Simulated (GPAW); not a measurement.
**A GW chain in GPAW: TiO2 (C2/m)**

Wanted: ground state, empty states, screening and self-energy for TiO2 (C2/m).

Calculated with GPAW 26.7.0; LDA and many-body steps on it, plane waves.

Report form: the programs' logs are mostly left out.

### 1. The starting structure

It takes space group C2/m (No. 12, monoclinic). The conventional cell has a = 12.307 Å, b = 3.767 Å, c = 6.616 Å, α = 90.00°, β = 106.95°, γ = 90.00°. Ti has 5 O at 1.78 to 2.03 Å nearest. Nearest to Ti lie 6 O at 1.86 to 2.16 Å. Nearest to O lie 3 Ti at 1.86 to 2.16 Å. O has 3 Ti at 1.94 to 2.03 Å nearest. Nearest to O lie 2 Ti at 1.78 to 1.87 Å. Nearest to O lie 3 Ti at 1.96 to 2.16 Å. Farther neighbours and most contacts between anions are not listed.

The cell and positions are those that the Materials Project relaxed with its own functionals (PBE, PBE+U or r2SCAN), kept fixed. This is not the form that TiO2 usually takes at ambient conditions.

### 2. Ground state

This step: GPAW 26.7.0; DFT, LDA, plane waves, PAW.

The ground-state density comes first.

The input, run.py:

```python
import json
import numpy as np
from gpaw.mpi import world
from ase import Atoms
from gpaw import GPAW, PW, FermiDirac

atoms = Atoms(['Ti', 'Ti', 'Ti', 'Ti', 'O', 'O', 'O', 'O', 'O', 'O', 'O', 'O'],
    cell=[[6.1535771931, -1.8834685000, 0.0000000000],
      [6.1535771931, 1.8834685000, 0.0000000000],
      [-1.9283261078, 0.0000000000, 6.3289668713]],
    scaled_positions=[[0.8047140000, 0.8047140000, 0.7162380000],
      [0.0999290000, 0.0999290000, 0.7103980000],
      [0.1952860000, 0.1952860000, 0.2837620000],
      [0.9000710000, 0.9000710000, 0.2896020000],
      [0.0583525000, 0.0583525000, 0.3699790000],
      [0.6380690000, 0.6380690000, 0.7066030000],
      [0.1328115000, 0.1328115000, 0.0047090000],
      [0.9416475000, 0.9416475000, 0.6300210000],
      [0.7365115000, 0.7365115000, 0.3475000000],
      [0.8671885000, 0.8671885000, 0.9952910000],
      [0.2634885000, 0.2634885000, 0.6525000000],
      [0.3619310000, 0.3619310000, 0.2933970000]],
    pbc=(True, True, True))
calc = GPAW(mode=PW(600),
    xc='LDA',
    kpts={'size': (6, 6, 4), 'gamma': True},
    occupations=FermiDirac(0.001),
    nbands=-12,
    convergence={'density': 1e-6, 'bands': -3},
    maxiter=100,
    txt='gs.txt')
atoms.calc = calc
res = {'energy': atoms.get_potential_energy()}
kpts = calc.get_ibz_k_points()
res['kpts'] = kpts
res['eigenvalues'] = [calc.get_eigenvalues(kpt=k) for k in range(len(kpts))]
res['n_electrons'] = calc.get_number_of_electrons()
calc.write('gs.gpw')

if world.rank == 0:
    with open('result.json', 'w') as f:
        json.dump(res, f, default=lambda x: x.tolist())
```

The run is started by

```bash
> mpirun -n 4 gpaw python run.py
```

It took 4.3 min on 4 MPI ranks of Arm Neoverse V2, shared host; peak memory 1.5 GiB; 17 min of CPU time.

Numbers from this step:

* total energy: -114.1474 eV
* gap: 2.679 eV
* k of the valence top: 0.3333, -0.1667, 0.5
* k of the conduction bottom: 0, 0, 0
* least direct gap: 2.857 eV

The gap is indirect, with the least direct gap 0.18 eV higher.

### 3. Bands along the symmetry lines

Levels along a band path, at the cheap level, show where the edges lie and whether the meshes to come will hold them.

The input, run.py:

```python
import json
import numpy as np
from gpaw.mpi import world
from gpaw import GPAW

path = [[0.000000, 0.000000, 0.000000],
    [-0.034449, 0.034449, 0.000000],
    [-0.068899, 0.068899, 0.000000],
    [-0.103348, 0.103348, 0.000000],
    [-0.137797, 0.137797, 0.000000],
    [-0.172247, 0.172247, 0.000000],
    [-0.206696, 0.206696, 0.000000],
    [-0.241146, 0.241146, 0.000000],
    [-0.275595, 0.275595, 0.000000],
    [-0.724405, -0.275595, 0.000000],
    [-0.696354, -0.303646, 0.000000],
    [-0.668304, -0.331696, 0.000000],
    [-0.640253, -0.359747, 0.000000],
    [-0.612203, -0.387797, 0.000000],
    [-0.584152, -0.415848, 0.000000],
    [-0.556101, -0.443899, 0.000000],
    [-0.528051, -0.471949, 0.000000],
    [-0.500000, -0.500000, 0.000000],
    [-0.437500, -0.437500, 0.000000],
    [-0.375000, -0.375000, 0.000000],
    [-0.312500, -0.312500, 0.000000],
    [-0.250000, -0.250000, 0.000000],
    [-0.187500, -0.187500, 0.000000],
    [-0.125000, -0.125000, 0.000000],
    [-0.062500, -0.062500, 0.000000],
    [0.000000, 0.000000, 0.000000],
    [-0.062500, -0.062500, 0.062500],
    [-0.125000, -0.125000, 0.125000],
    [-0.187500, -0.187500, 0.187500],
    [-0.250000, -0.250000, 0.250000],
    [-0.312500, -0.312500, 0.312500],
    [-0.375000, -0.375000, 0.375000],
    [-0.437500, -0.437500, 0.437500],
    [-0.500000, -0.500000, 0.500000],
    [-0.529785, -0.470215, 0.500000],
    [-0.559570, -0.440430, 0.500000],
    [-0.589356, -0.410644, 0.500000],
    [-0.619141, -0.380859, 0.500000],
    [-0.648926, -0.351074, 0.500000],
    [-0.678711, -0.321289, 0.500000],
    [-0.708496, -0.291504, 0.500000],
    [-0.738281, -0.261719, 0.500000],
    [-0.261719, 0.261719, 0.500000],
    [-0.229004, 0.229004, 0.500000],
    [-0.196289, 0.196289, 0.500000],
    [-0.163574, 0.163574, 0.500000],
    [-0.130859, 0.130859, 0.500000],
    [-0.098144, 0.098144, 0.500000],
    [-0.065430, 0.065430, 0.500000],
    [-0.032715, 0.032715, 0.500000],
    [0.000000, 0.000000, 0.500000],
    [0.000000, 0.000000, 0.437500],
    [0.000000, 0.000000, 0.375000],
    [0.000000, 0.000000, 0.312500],
    [0.000000, 0.000000, 0.250000],
    [0.000000, 0.000000, 0.187500],
    [0.000000, 0.000000, 0.125000],
    [0.000000, 0.000000, 0.062500],
    [0.000000, 0.000000, 0.000000],
    [-0.500000, 0.000000, 0.500000],
    [-0.437500, 0.000000, 0.437500],
    [-0.375000, 0.000000, 0.375000],
    [-0.312500, 0.000000, 0.312500],
    [-0.250000, 0.000000, 0.250000],
    [-0.187500, 0.000000, 0.187500],
    [-0.125000, 0.000000, 0.125000],
    [-0.062500, 0.000000, 0.062500],
    [0.000000, 0.000000, 0.000000],
    [-0.062500, 0.000000, 0.000000],
    [-0.125000, 0.000000, 0.000000],
    [-0.187500, 0.000000, 0.000000],
    [-0.250000, 0.000000, 0.000000],
    [-0.312500, 0.000000, 0.000000],
    [-0.375000, 0.000000, 0.000000],
    [-0.437500, 0.000000, 0.000000],
    [-0.500000, 0.000000, 0.000000]]
calc = GPAW('gs.gpw').fixed_density(kpts=path,
    symmetry='off',
    nbands=58,
    convergence={'bands': 54},
    txt='bands.txt')
res = {}
kpts = calc.get_ibz_k_points()
res['kpts'] = kpts
res['eigenvalues'] = [calc.get_eigenvalues(kpt=k) for k in range(len(kpts))]
res['n_electrons'] = calc.get_number_of_electrons()

if world.rank == 0:
    with open('result.json', 'w') as f:
        json.dump(res, f, default=lambda x: x.tolist())
```

The run is started by

```bash
> mpirun -n 4 gpaw python run.py
```

Elapsed: 4 min, on 4 MPI ranks; peak memory 1.9 GiB; 16 min of CPU time.

This step gave:

- gap: 2.665 eV
- k of the valence top: -0.7085, -0.2915, 0.5
- k of the conduction bottom: 0, 0, 0
- least direct gap: 2.854 eV

The gap is 2.665 eV, −0.014 eV from the run before at this level.

The electronic bands at the labelled points (eV, zero at the top of the highest filled band):

```csv
point,band 45,band 46,band 47,band 48,band 49,band 50,band 51,band 52
Γ,-0.77,-0.76,-0.36,-0.19,2.66,3.02,3.26,3.27
halfway,-0.66,-0.57,-0.16,-0.11,3.04,3.05,3.34,3.40
C,-0.69,-0.43,-0.27,-0.12,2.85,3.17,3.53,3.79
jump to C2,-0.69,-0.43,-0.27,-0.12,2.85,3.17,3.53,3.79
halfway,-0.49,-0.41,-0.32,-0.26,2.99,3.29,3.32,3.33
Y2,-0.89,-0.64,-0.40,-0.13,2.81,2.86,3.36,3.44
halfway,-0.80,-0.71,-0.39,-0.16,2.71,2.97,3.25,3.34
Γ,-0.77,-0.76,-0.36,-0.19,2.66,3.02,3.26,3.27
halfway,-0.83,-0.54,-0.36,-0.14,2.78,3.00,3.24,3.27
M2,-0.86,-0.42,-0.23,-0.21,2.93,3.04,3.18,3.34
halfway,-0.50,-0.40,-0.23,-0.04,3.05,3.20,3.22,3.41
D,-0.75,-0.46,-0.16,-0.01,3.06,3.10,3.35,3.73
jump to D2,-0.75,-0.46,-0.16,-0.01,3.06,3.10,3.35,3.73
halfway,-0.64,-0.54,-0.23,-0.18,2.98,3.16,3.19,3.31
A,-0.71,-0.67,-0.61,-0.45,2.78,3.05,3.21,3.34
halfway,-0.73,-0.69,-0.43,-0.34,2.71,3.06,3.22,3.27
Γ,-0.77,-0.76,-0.36,-0.19,2.66,3.02,3.26,3.27
jump to L2,-0.69,-0.53,-0.11,-0.02,3.09,3.15,3.39,3.61
halfway,-0.58,-0.47,-0.19,-0.14,3.04,3.18,3.20,3.30
Γ,-0.77,-0.76,-0.36,-0.19,2.66,3.02,3.26,3.27
halfway,-0.60,-0.53,-0.21,-0.13,3.06,3.11,3.27,3.36
V2,-0.88,-0.48,-0.22,-0.14,3.06,3.10,3.54,3.59
```

### 4. Empty states on the mesh, 4×4×2 mesh, 184 bands

The sums over transitions need many empty states on a uniform mesh; this step solves for them.

The input, run.py:

```python
import json
import numpy as np
from gpaw.mpi import world
from gpaw import GPAW

calc = GPAW('gs.gpw').fixed_density(kpts={'size': (4, 4, 2), 'gamma': True},
    nbands=214,
    convergence={'bands': 184},
    txt='nscf.txt')
calc.write('full.gpw', mode='all')
res = {}
kpts = calc.get_ibz_k_points()
res['kpts'] = kpts
res['eigenvalues'] = [calc.get_eigenvalues(kpt=k) for k in range(len(kpts))]
res['n_electrons'] = calc.get_number_of_electrons()

if world.rank == 0:
    with open('result.json', 'w') as f:
        json.dump(res, f, default=lambda x: x.tolist())
```

The run is started by

```bash
> mpirun -n 4 gpaw python run.py
```

Elapsed: 2.5 min, on 4 MPI ranks; peak memory 1.8 GiB.

Numbers from this step:

```
gap                                                           : 2.677 eV
k of the valence top                                          : 0.25, -0.25, 0.5
k of the conduction bottom                                    : 0, 0, 0
least direct gap                                              : 2.857 eV
k points computed                                             : 14
lowest point of the top converged band, above the valence top : 47.98 eV
```

On this mesh the gap is 2.677 eV.

### 5. Screening and self-energy, 4×4×2 mesh, 174 bands, screening to 65 eV

Now the one-shot GW correction: screening in the RPA, then the self-energy of the levels asked for.

This step: G0W0 on LDA, plane waves, PAW.

The input, run.py:

```python
import json
import numpy as np
from gpaw.mpi import world
from gpaw.response.g0w0 import G0W0

gw = G0W0('full.gpw',
    filename='gw',
    kpts=[0, 3],
    bands=(46, 50),
    ecut=65,
    nbands=174,
    integrate_gamma='WS',
    ppa=True)
gw.calculate()
res = {mode: {k: v for k, v in r.items() if k != 'sigma_eskwn'}
       for mode, r in gw.all_results.items()}

if world.rank == 0:
    with open('result.json', 'w') as f:
        json.dump(res, f, default=lambda x: x.tolist())
```

The run is started by

```bash
> mpirun -n 4 gpaw python run.py
```

It took 6.9 min on 4 MPI ranks; peak memory 3.2 GiB.

This step gave:

- G0W0 gap on the points computed: 4.782 eV
- least direct G0W0 gap on the computed points: 5.012 eV
- Z at the valence top: 0.7565
- Z at the conduction bottom: 0.7674
- starting gap on the mesh: 2.677 eV
- k of the valence top: 0.25, -0.25, 0.5
- k of the conduction bottom: 0, 0, 0

The gap on the mesh goes from 2.68 eV to 4.78 eV, a correction of +2.11 eV.

Limits: finite bands, cutoff and mesh; coarse k mesh. v1 is the top filled band, c1 the lowest empty one. The levels before and after the correction (eV, zero at the valence-band top of each column):

```csv
,conduction bottom,valence top
Kohn-Sham,2.68,0.00
G0W0,4.78,0.00
```

```csv
,level,energy (eV)
Kohn-Sham,Γ v2,-0.350
Kohn-Sham,Γ v1,-0.180
Kohn-Sham,Γ c1,2.677
Kohn-Sham,Γ c2,3.030
Kohn-Sham,(0.25 -0.25 0.5) v2,-0.152
Kohn-Sham,(0.25 -0.25 0.5) v1,0.000
Kohn-Sham,(0.25 -0.25 0.5) c1,3.083
Kohn-Sham,(0.25 -0.25 0.5) c2,3.103
G0W0,Γ v2,-0.344
G0W0,Γ v1,-0.230
G0W0,Γ c1,4.782
G0W0,Γ c2,5.165
G0W0,(0.25 -0.25 0.5) v2,-0.181
G0W0,(0.25 -0.25 0.5) v1,0.000
G0W0,(0.25 -0.25 0.5) c1,5.297
G0W0,(0.25 -0.25 0.5) c2,5.251
```

### 6. Where the time went

Times are wall times on 4 MPI ranks of Arm Neoverse V2, shared host, good to a factor of about two.

```csv
step,time,share,memory (GiB)
ground state,4.3 min,24 %,1.5
bands along the symmetry lines,4 min,22 %,1.9
empty states on the mesh,2.5 min,14 %,1.8
screening and self-energy,6.9 min,39 %,3.2
```

### 7. What came out

* LDA gap: 2.66 eV, indirect
* G0W0 gap on the mesh: 4.78 eV
* GW settings: 4×4×2 mesh, 174 bands, screening to 65 eV, Godby-Needs plasmon pole
* known limits: not at the basis limit; coarse k mesh

What this shows: G0W0 moves the gap on the mesh from 2.68 eV to 4.78 eV (+2.11 eV), with Z of 0.76 and 0.77 at the edges. Only 2 of the mesh's irreducible points were corrected, so a valley elsewhere could overtake. The dearest step here is «screening and self-energy». Bands and cutoff are finite, so the gap is not at the basis limit. The miss can reach some tenths of an eV and take either sign; the mesh is an error of its own. These stock PAW sets were not made for GW. In the G0W0 run levels were corrected at 2 k points alone, so a gap called «on the mesh» is the least over those, and an edge elsewhere would be missed. The 4×4×2 mesh is coarse for this cell, which bears on the long-range parts of exchange and screening.

[Paths, hosts, dates, memory and timing lines, banners, echoed tables and standing remarks are left out of the program output.]

[Logs are printed without paths, hosts, clocks, repeated set-up lines and the standing remarks that a program may print on its own settings, such as how far it seeks lower states.]

[Runs of the session that timed out or met a known fault of the program may be left out.]

[Hosts, paths, dates, database ids (printed as entryN), source tags and the programs' standing remarks are cut or masked in the printed files.]
